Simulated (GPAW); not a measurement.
# Ge (I4_1/amd) in GPAW: convergence with smearing function

Aim: find how far smearing function must go before the results for Ge settle, at r2SCAN. This setting moves, with any that are tied to it; all else stays.

Everything below comes from runs of GPAW 26.7.0. Logs are shortened: lines on timing, memory, paths and dates and some standing lists are left out, and cuts for length are marked. The log counts tension as positive stress, the text compression.

**1. The structure**

It takes space group I4_1/amd (No. 141, tetragonal). Conventional cell: a = 5.149 Å, b = 5.149 Å, c = 2.795 Å, α = 90.00°, β = 90.00°, γ = 90.00°. Ge (site symmetry -4m2) is surrounded by 6 Ge at 2.67 to 2.79 Å.

This isn't the form of Ge at room conditions, which is diamond.

**2. With smearing function fermi-dirac**

Input file run.py:

```python
from ase.dft.bandgap import bandgap
from ase.io import read, write
from ase.units import GPa
from gpaw import GPAW, PW

atoms = read('Ge.xyz')

calc = GPAW(mode=PW(600),
            xc='MGGA_X_R2SCAN+MGGA_C_R2SCAN',
            kpts={'size': (8, 8, 8), 'gamma': True},
            occupations={'name': 'fermi-dirac', 'width': 0.1},
            nbands=11,
            convergence={'density': 1e-05, 'energy': 1e-05},
            maxiter=100,
            txt='gpaw.txt')
atoms.calc = calc
energy = atoms.get_potential_energy()
forces = atoms.get_forces()
stress = atoms.get_stress()
calc.write('gs.gpw')
write('result.traj', atoms)
print(f'Energy: {energy:.6f} eV')
print('Forces (eV/A):')
print(forces.round(4))
print('Stress (GPa):', (stress / GPa).round(3))
print('Fermi level:', round(calc.get_fermi_level(), 4), 'eV')
print(f'Gap: {bandgap(calc)[0]:.4f} eV, direct: {bandgap(calc, direct=True)[0]:.4f} eV')
```

Input file Ge.xyz:

```xyz
2
Lattice="-2.5744897190 2.5744897190 1.3974126432 2.5744897190 -2.5744897190 1.3974126432 2.5744897190 2.5744897190 -1.3974126432" Properties=species:S:1:pos:R:3 pbc="T T T"
Ge     0.0000000000      0.0000000000      1.3974126432
Ge     2.5744897190      0.0000000000      0.6987063216
```

Potentials or basis: GPAW PAW data sets (gpaw-data 1.2.1), pw.

On the command line:

```bash
> OMP_NUM_THREADS=1 python run.py
```

Wall time 1.7 min (1 thread of Arm Neoverse V1, shared host); peak memory 0.2 GiB.

It converged, with:

```
Free energy            : -24.2645 eV
Pressure               : 0.3 GPa
Band gap on the k mesh : none (metal or under the smearing width)
```

**3. With smearing function gaussian**

run.py: that of step 2 with these lines changed.

```diff
@@ -10,3 +10,3 @@
             kpts={'size': (8, 8, 8), 'gamma': True},
-            occupations={'name': 'fermi-dirac', 'width': 0.1},
+            occupations={'name': 'methfessel-paxton', 'order': 0, 'width': 0.1},
             nbands=11,
```

Ge.xyz is that of step 2.

Potentials or basis: GPAW PAW data sets (gpaw-data 1.2.1), pw.

On the command line:

```bash
> OMP_NUM_THREADS=1 python run.py
```

Wall time 97 s (1 thread of Arm Neoverse V1, shared host); peak memory 0.2 GiB.

It converged, with:

```
Free energy            : -24.2516 eV
Pressure               : 0.2 GPa
Band gap on the k mesh : none (metal or under the smearing width)
```

**4. With smearing function marzari-vanderbilt**

run.py: that of step 3 with these lines changed.

```diff
@@ -10,3 +10,3 @@
             kpts={'size': (8, 8, 8), 'gamma': True},
-            occupations={'name': 'methfessel-paxton', 'order': 0, 'width': 0.1},
+            occupations={'name': 'marzari-vanderbilt', 'width': 0.1},
             nbands=11,
```

Ge.xyz is that of step 3.

On the command line:

```bash
> OMP_NUM_THREADS=1 python run.py
```

Wall time 100 s (1 thread of Arm Neoverse V1, shared host); peak memory 0.2 GiB.

It converged, with:

* Free energy: -24.2491 eV
* Pressure: 0.1 GPa
* Band gap on the k mesh: none (metal or under the smearing width)

**5. With smearing function methfessel-paxton**

run.py: that of step 4 with these lines changed.

```diff
@@ -10,3 +10,3 @@
             kpts={'size': (8, 8, 8), 'gamma': True},
-            occupations={'name': 'marzari-vanderbilt', 'width': 0.1},
+            occupations={'name': 'methfessel-paxton', 'width': 0.1, 'order': 1},
             nbands=11,
```

Ge.xyz is that of step 4.

On the command line:

```bash
> OMP_NUM_THREADS=1 python run.py
```

It took 99 s on 1 thread of Arm Neoverse V1, shared host; peak memory 0.2 GiB.

Results (log left out):

```
Free energy            : -24.2497 eV
Pressure               : 0.1 GPa
Band gap on the k mesh : none (metal or under the smearing width)
```

**6. With smearing function tetrahedron-method**

run.py: that of step 5 with these lines changed.

```diff
@@ -10,3 +10,3 @@
             kpts={'size': (8, 8, 8), 'gamma': True},
-            occupations={'name': 'methfessel-paxton', 'width': 0.1, 'order': 1},
+            occupations={'name': 'tetrahedron-method'},
             nbands=11,
```

Ge.xyz is that of step 5.

Potentials or basis: GPAW PAW data sets (gpaw-data 1.2.1), pw.

On the command line:

```bash
> OMP_NUM_THREADS=1 python run.py
```

Run time: 11 min. Hardware: 1 thread of Arm Neoverse V1, shared host.

The run was cut off at its time limit.

**7. With smearing function improved-tetrahedron-method**

run.py: that of step 6 with these lines changed.

```diff
@@ -10,3 +10,3 @@
             kpts={'size': (8, 8, 8), 'gamma': True},
-            occupations={'name': 'tetrahedron-method'},
+            occupations={'name': 'improved-tetrahedron-method'},
             nbands=11,
```

Ge.xyz is that of step 6.

On the command line:

```bash
> OMP_NUM_THREADS=1 python run.py
```

It took 11 min on 1 thread of Arm Neoverse V1, shared host; peak memory 0.2 GiB.

The run did not converge.

**8. With smearing function fixed**

run.py: that of step 7 with these lines changed.

```diff
@@ -10,3 +10,3 @@
             kpts={'size': (8, 8, 8), 'gamma': True},
-            occupations={'name': 'improved-tetrahedron-method'},
+            occupations={'width': 0.0},
             nbands=11,
```

Ge.xyz is that of step 7.

Potentials or basis: GPAW PAW data sets (gpaw-data 1.2.1), pw.

On the command line:

```bash
> OMP_NUM_THREADS=1 python run.py
```

gpaw.txt:

```text
__  _  _
 | _ |_)|_||  |
 |__||  | ||/\| - 26.7.0

Input parameters:
  mode=PW(ecut=600.0),
  convergence={'density': 1e-05, 'energy': 1e-05},
  kpts=MonkhorstPack(size=(8, 8, 8), gamma=True),
  maxiter=100,
  nbands=11,
  occupations=Occupations(width=0.0),
  xc=XC(name='MGGA_X_R2SCAN+MGGA_C_R2SCAN')

Diagonalizing LCAO Hamiltonian
Converting LCAO to pw mode

       Ge    Ge

Atoms  # Å, Bohr magnetons
|   | symbol |        x |        y |        z |    initial magnetic moments |
|---|--------|----------|----------|----------|-----------------------------|
| 0 |     Ge | 0.000000 | 0.000000 | 1.397413 | ( 0.0000,  0.0000,  0.0000) |
| 1 |     Ge | 2.574490 | 0.000000 | 0.698706 | ( 0.0000,  0.0000,  0.0000) |

Unit cell  # Å
| periodic |         x |         y |         z |  lengths |     angles |
|----------|-----------|-----------|-----------|----------|------------|
|      yes | -2.574490 |  2.574490 |  1.397413 | 3.899841 |  97.376984 |
|      yes |  2.574490 | -2.574490 |  1.397413 | 3.899841 |  97.376984 |
|      yes |  2.574490 |  2.574490 | -1.397413 | 3.899841 | 138.005201 |

Number of symmetries: 8
Symmetry operations  # r_c * U_cc + t_c -> r_c
|   | kind |            matrix            |
|---|------|------------------------------|
| 0 |  σ   |  1, 1, 1,  0, 0,-1,  0,-1, 0 |
| 1 |  E   |  1, 0, 0,  0, 1, 0,  0, 0, 1 |
| 2 |  C2  |  0, 1, 0,  1, 0, 0, -1,-1,-1 |
| 3 |  S4  |  0, 0, 1, -1,-1,-1,  0, 1, 0 |
| 4 |  σ   |  0, 0,-1,  1, 1, 1, -1, 0, 0 |
| 5 |  C2  |  0,-1, 0, -1, 0, 0,  0, 0,-1 |
| 6 |  C2  | -1, 0, 0,  0,-1, 0,  1, 1, 1 |
| 7 |  S4  | -1,-1,-1,  0, 0, 1,  1, 0, 0 |

BZ-sampling:
  Number of BZ points: 512
  Number of IBZ points: 59

  Monkhorst-Pack size: [8, 8, 8]
  Monkhorst-Pack shift: [0.0625, 0.0625, 0.0625]

K-points  # in reciprocal-cell coordinates
|     |                                coordinates |     weight |
|-----|--------------------------------------------|------------|
|   0 | (  0.00000000,   0.00000000,   0.00000000) | 0.00195312 |
[... 76 lines left out ...]
  History deletion threshold: 6.0
  Fourier metric: weight=20.0, sigma=0.015

occupation numbers:
  # Zero width

poisson solver:
  ecut: 4800.0  # eV

xc functional:
  name: MGGA_X_R2SCAN+MGGA_C_R2SCAN with 2 nearest neighbor stencil

convergence criteria:
- Maximum integral of absolute [dens]ity change: 1e-05 electrons / valence electron
- Maximum [total energy] change in last 3 cyles: 1e-05 eV / valence electron
- Maximum integral of absolute [eigenst]ate change: 4e-08 eV^2 / valence electron
maximum number of iterations: 100

SCF iterations
|iter     | |      energy | eigst |  dens |
|---------|-|-------------|-------|-------|
|iter:   1| |  -25.004030 | -0.65 |       |
|iter:   2| |  -24.187945 | -2.31 | -1.21 |
|iter:   3| |-4072.286384 | +3.24 | -1.17 |
|iter:   4| |  -22.799750 | +2.16 | +1.21 |
|iter:   5| |  -24.249995 | -0.71 | -1.34 |
|iter:   6| |  -24.249568 | -2.91 | -1.73 |
|iter:   7| |  -24.249676 | -3.41 | -1.88 |
|iter:   8| |  -24.249691 | -5.53 | -2.75 |
|iter:   9| |  -24.249684c| -6.53 | -2.78 |
|iter:  10| |  -24.249683c| -6.95 | -3.11 |
|iter:  11| |  -24.249683c| -7.20 | -3.31 |
|iter:  12| |  -24.249683c| -7.66c| -3.63 |
|iter:  13| |  -24.249683c| -7.73c| -3.99 |
|iter:  14| |  -24.249683c| -8.02c| -4.38 |
|iter:  15| |  -24.249683c| -8.24c| -4.72 |
|iter:  16| |  -24.249683c| -8.94c| -6.41c|

Converged in 16 steps
Energy contributions relative to reference atoms: (reference = -114195.275705)

Energy contributions:
  Kinetic:          16.620211
  Coulomb:         -14.203461
  Zero:             -0.049052
  External:          0.000000
  Xc:              -26.617381
  Entropy:           0.000000
  Spinorbit:         0.000000
  ----------------------------
  Free energy:     -24.249683
  Extrapolated:    -24.249683

dipole moment: (-3.284470, -13.523213, 4.561712)  # |e|*Ang

Fermi level: 7.789
Eigenvalues  # (at kpt = [0.000, 0.000, 0.000])
| band index |      eig [eV] | occ [0-2] |
|------------|---------------|-----------|
|          0 |        -6.059 |     2.000 |
|          1 |         3.737 |     2.000 |
|          2 |         5.336 |     2.000 |
|          3 |         5.336 |     2.000 |
|          4 |        11.615 |     0.000 |
|          5 |        15.872 |     0.000 |
|          6 |        15.872 |     0.000 |
|          7 |        16.441 |     0.000 |
|          8 |        16.680 |     0.000 |
|          9 |        19.775 |     0.000 |
|         10 |        20.693 |     0.000 |

No gap
No difference between direct/indirect transitions

Forces  # eV/Ang
|       x |       y |        z |
|---------|---------|----------|
| 0.00000 | 0.00000 | -0.00000 |  # Ge   0
| 0.00000 | 0.00000 | -0.00000 |  # Ge   1

Stress tensor  # eV/Ang^3
|        x |         y |         z |
|----------|-----------|-----------|
| 0.010817 |  0.000000 |  0.000000 |
| 0.000000 |  0.010817 | -0.000000 |
| 0.000000 | -0.000000 | -0.025647 |

# Writing to gs.gpw (mode='')
```

stdout:

```text
Energy: -24.249683 eV
Forces (eV/A):
[[ 0.  0. -0.]
 [ 0.  0. -0.]]
Stress (GPa): [ 1.733  1.733 -4.109 -0.     0.     0.   ]
Fermi level: 7.7888 eV
Gap: 0.0000 eV, direct: 0.0000 eV
```

Wall time 96 s (1 thread of Arm Neoverse V1, shared host); peak memory 0.2 GiB.

What came out:

```yaml
Free_energy: -24.2497 eV
Pressure: 0.2 GPa
Band_gap_on_the_k_mesh: none (metal or under the smearing width)
```

**9. Result**

```csv
smearing function,"energy less the tightest run, at zero smearing (meV/atom)",pressure (GPa),SCF cycles,CPU time (s),peak memory (GiB)
fermi-dirac,0.38,0.27,16,100,0.2
gaussian,-0.05,0.17,16,97,0.2
marzari-vanderbilt,0.31,0.12,16,100,0.2
methfessel-paxton,-0.04,0.13,16,99,0.2
tetrahedron-method,timed out after 650 s,-,-,-,-
improved-tetrahedron-method,not converged,-,-,-,-
fixed,0.00,0.21,16,96,0.2
```

Against the tightest run, the energy stays within 1 meV/atom from fermi-dirac on; the pressure stays within 0.1 GPa from fermi-dirac on. Narrower smearing needs a denser k mesh, so at a fixed mesh the narrowest width isn't the most accurate. The tightest run that finished is the yardstick and may itself not be fully converged.

Caveats: the PAW data sets were made with another functional, which shifts forces and pressure a little.
